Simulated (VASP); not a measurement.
Wanted: the native input for a VASP 6.6.1 run.

* Task: single point
* Functional: revPBE
* Potentials or basis: VASP PAW PBE potentials, release 64 (Y_sv)
* Cutoff: 520 eV
* k mesh: 11 × 11 × 11
* Occupations: fermi-dirac, width 0.1 eV
* Spin: no spin polarisation
* Dipole correction: no
* Further INCAR settings: ALGO = Fast; EDIFF = 1e-06; NBANDS = 12

The structure of Y lies in POSCAR:

```
Y
1.0
    3.1722295899      0.0000000000      0.0000000000
    0.0000000000      3.1722295899      0.0000000000
    0.0000000000      0.0000000000      3.1722295899
Y
1
Direct
    0.0000000000      0.0000000000      0.0000000000
```

This isn't the form of Y at room conditions, which is hcp.

The input as run:

INCAR

```
SYSTEM = Y
ALGO     = Fast           ! electronic algorithm
EDIFF    = 1E-6           ! SCF threshold, eV
ENCUT    = 520            ! plane-wave cutoff, eV
GGA      = RE             ! functional
ISIF     = 2              ! what is computed and relaxed
ISMEAR   = -1             ! smearing method
LASPH    = .True.         ! aspherical terms in the spheres
LCHARG   = .True.         ! write CHGCAR
LELF     = .True.         ! ELF
LREAL    = .False.        ! projectors in reciprocal space
LVHAR    = .True.       
LWAVE    = .False.        ! write WAVECAR
NBANDS   = 12             ! bands
NELM     = 80             ! most SCF steps
PREC     = Accurate       ! precision mode
SIGMA    = 0.1            ! smearing width, eV
```

KPOINTS

```
k-points
0
Gamma
  11 11 11
  0 0 0
```

Potentials or basis: VASP PAW PBE potentials, release 64 (Y_sv).

Launch:

```console
$ cat potpaw_PBE.64/Y_sv/POTCAR > POTCAR
$ mpirun -np 1 vasp_std > vasp.out
```

Results of the run:

- Pressure: 3.7 GPa
- Band gap on the k mesh: none (metal or under the smearing width)

Caveat: the PAW data sets were made with another functional, which shifts forces and pressure a little.

Run time: 8.2 s on 1 thread of Intel(R) Xeon(R) 6975P-C (Granite Rapids), on a shared host, peak memory 0.15 GiB.
